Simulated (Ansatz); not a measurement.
# SnO: the cost of one run

Program: Ansatz 0.2.0. Level of theory: DFT PBEsol+D3(BJ), scalar-relativistic, plane waves, PAW. These are calculated values, not measurements.

### Step 1. The structure to begin with

The structure is orthorhombic, space group Pmn2_1 (No. 31). The conventional cell has a = 3.355 Å, b = 5.674 Å, c = 4.222 Å, α = 90.00°, β = 90.00°, γ = 90.00°. Sn (site symmetry m) is surrounded by 3 O at 2.15 to 2.16 Å. O (site symmetry m) has 3 Sn at 2.15 to 2.16 Å in its first shell of neighbours.

Coordinates:

```
CELL_PARAMETERS angstrom
3.35500 0.00000 0.00000
0.00000 5.67410 0.00000
0.00000 0.00000 4.22197
ATOMIC_POSITIONS crystal
Sn 0.00000 0.23191 0.51314
Sn 0.50000 0.76809 0.01314
O 0.00000 0.89125 0.73686
O 0.50000 0.10875 0.23686
```

The structure comes from the Materials Project (structure only).

### Step 2. A first look at the start

The input, input.yaml:

```yaml
crystal:
  lattice:
    - [3.355005, 0.0, 0.0]
    - [0.0, 5.674104, 0.0]
    - [0.0, 0.0, 4.22197]
  atoms:
    - { symbol: Sn, position: [0.0, 0.231909, 0.513144] }
    - { symbol: Sn, position: [0.5, 0.768091, 0.013144] }
    - { symbol: O, position: [0.0, 0.89125, 0.736857] }
    - { symbol: O, position: [0.5, 0.10875, 0.236857] }
basis:
  ecutwfc: 420
kpoints:
  mp_grid: { grid: [6, 4, 4] }
hamiltonian:
  xc: pbesol
  dispersion: d3bj
scf:
  occupations: { method: gaussian, width: 0.1 }
output:
  forces: true
  stress: true
  eigenvalues: true
```

The run is started by

```console
ansatz run input.yaml --threads 1 --pin off --max-ram 2560MiB --backend cpu --events-out ev --progress --plain --runs-dir out
```

**Question.** How long does this run take on 1 thread of Intel Xeon at 2.50GHz (Skylake/Cascade Lake), shared host, and how much memory does it need?

About 9.7 s, with a peak of 0.35 GiB.
